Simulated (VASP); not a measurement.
# GaN in VASP: how settings move the r2SCAN single point

The r2SCAN single point of GaN built on the zincblende prototype is repeated with altered inputs. Which of them can be trusted?

Code: VASP 6.6.1. PAW datasets, plane waves. Spin-unpolarised throughout; all numbers are computed.

### Step 1. Starting point

The cell comes from an earlier relaxation with r2SCAN in another program.

It is cubic, F-43m (No. 216); conventional cell a = 4.498 Å, 11.37 Å³ an atom. Ga has 4 N at 1.95 Å; N has 4 Ga at 1.95 Å.

Structure file:

```cif
data_structure
_symmetry_space_group_name_H-M 'P 1'
_symmetry_Int_Tables_number 1
_cell_length_a 3.1805
_cell_length_b 3.1805
_cell_length_c 3.1805
_cell_angle_alpha 60.000
_cell_angle_beta 60.000
_cell_angle_gamma 60.000
_cell_volume 22.75
loop_
_atom_site_label
_atom_site_type_symbol
_atom_site_fract_x
_atom_site_fract_y
_atom_site_fract_z
_atom_site_occupancy
Ga1 Ga 0.00000 0.00000 0.00000 1
N1 N 0.25000 0.25000 0.25000 1
```

### Step 2. Baseline

INCAR

```
ENCUT = 520.000000
SIGMA = 0.010000
EDIFF = 1.00e-07
ALGO = Normal
METAGGA = R2SCAN
PREC = Accurate
IBRION = -1
ISIF = 2
ISMEAR = 0
NBANDS = 16
NELM = 120
NSW = 0
LASPH = .TRUE.
LCHARG = .TRUE.
LELF = .TRUE.
LWAVE = .FALSE.
LREAL = .FALSE.
```

KPOINTS

```
KPOINTS created by Atomic Simulation Environment
0
Gamma
10 10 10
0 0 0
```

POSCAR

```
Ga N
 1.0000000000000000
     0.0000000000000000    2.2489525410988409    2.2489525410988409
     2.2489525410988409    0.0000000000000000    2.2489525410988409
     2.2489525410988409    2.2489525410988409    0.0000000000000000
 Ga  N
   1   1
Cartesian
  0.0000000000000000 -0.0000000000000000  0.0000000000000000
  1.1244762705494205  1.1244762705494205  1.1244762705494205
```

A file KPOINTS_OPT adds named points for the levels; it doesn't enter the self-consistent loop.

Potentials: the recommended PBE PAW datasets, 18 valence electrons.

Started as:

```
$ mpirun -np 1 vasp_std
```

### Step 3. Try 1

INCAR

```
ENCUT = 520.000000
SIGMA = 0.010000
EDIFF = 1.00e-07
METAGGA = R2SCAN
PREC = Accurate
IBRION = -1
ISIF = 2
ISMEAR = 0
NBANDS = 16
NSW = 0
LASPH = .TRUE.
LCHARG = .FALSE.
LWAVE = .FALSE.
LREAL = .TRUE.
ALGO = Fast
NELM = 66
```

KPOINTS is that of step 2.

POSCAR is that of step 2.

### Step 4. Try 2

INCAR

```
ENCUT = 520.000000
SIGMA = 0.010000
EDIFF = 1.00e-07
ALGO = Normal
PREC = Accurate
IBRION = -1
ISIF = 2
ISMEAR = 0
NSW = 0
LASPH = .TRUE.
LCHARG = .FALSE.
LWAVE = .FALSE.
LREAL = .FALSE.
ISYM = 0
NBANDS = 33
METAGGA = SCAN
NELM = 67
```

KPOINTS

```
KPOINTS created by Atomic Simulation Environment
0
Gamma
4 4 4
0 0 0
```

POSCAR is that of step 2.

Q: Predict the outcome of this session. Wanted: for each run, changed; ending; energy change; pressure; electronic steps; usable.

The runs gave:

| run | changed | ending | energy change (meV/atom) | pressure (GPa) | gap on the mesh (eV; negative: overlap) | electronic steps | time | usable |
| --- | --- | --- | --- | --- | --- | --- | --- | --- |
| ref. | – | converged | 0 | 1.2 | 2.16 | 17 | 68 s | yes |
| 1 | LREAL = .TRUE., ALGO = Fast, NELM = 66 | converged | 27.5 | 3.9 | 2.17 | 18 | 90 s | no |
| 2 | ISYM = 0, NBANDS = 33, METAGGA = SCAN, NELM = 67, mesh 4×4×4 | converged | – | 0.1 | 2.04 | 14 | 60 s | no |

**Reading.** Of 2 altered inputs, 2 ended normally on a faulty or unsound input.
